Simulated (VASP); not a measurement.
TiO2:

```
CELL_PARAMETERS angstrom
4.59984 0.00000 0.00000
0.00000 4.59984 0.00000
0.00000 0.00000 2.95921
ATOMIC_POSITIONS crystal
Ti 0.00000 0.00000 0.50000
Ti 0.50000 0.50000 0.00000
O 0.30432 0.30432 0.50000
O 0.19568 0.80432 0.00000
O 0.80432 0.19568 0.00000
O 0.69568 0.69568 0.50000
```

The cell is a database's computed one.

```yaml
Program: VASP 6.6.1
Task: relaxation of cell and atoms
Functional: PBE
Potentials_or_basis: VASP PAW PBE potentials, release 64 (Ti_sv, O_h)
Cutoff: 980 eV
k_mesh: 6 × 6 × 9
Occupations: fermi-dirac, width 0.05 eV
Spin: no spin polarisation
```

At the start: pressure 5.0 GPa; volume 10.44 Å³/atom.

Q: How do energy, volume and symmetry change on relaxing?

A: Over 5 steps the energy falls by 3.8 meV/atom and the volume is 10.68 Å³/atom (+2.4 %); space group P4_2/mnm (No. 136, to 0.05 Å).

Step by step:
```
step  energy change (eV)  largest force (eV/Å)  pressure (GPa)  volume (Å³)
   1              0.0000                0.0144            4.97        62.61
   2              0.0077                0.2043           -5.50        65.59
   3             -0.0207                0.0888           -0.07        63.96
   4             -0.0229                0.0251           -0.04        64.06
   5             -0.0231                0.0005            0.00        64.09
```

Final structure:
```cif
data_structure
_symmetry_space_group_name_H-M 'P 1'
_symmetry_Int_Tables_number 1
_cell_length_a 4.6477
_cell_length_b 4.6477
_cell_length_c 2.9672
_cell_angle_alpha 90.000
_cell_angle_beta 90.000
_cell_angle_gamma 90.000
_cell_volume 64.09
loop_
_atom_site_label
_atom_site_type_symbol
_atom_site_fract_x
_atom_site_fract_y
_atom_site_fract_z
_atom_site_occupancy
Ti1 Ti 0.00000 0.00000 0.50000 1
Ti2 Ti 0.50000 0.50000 0.00000 1
O1 O 0.30508 0.30508 0.50000 1
O2 O 0.19492 0.80508 0.00000 1
O3 O 0.80508 0.19492 0.00000 1
O4 O 0.69492 0.69492 0.50000 1
```
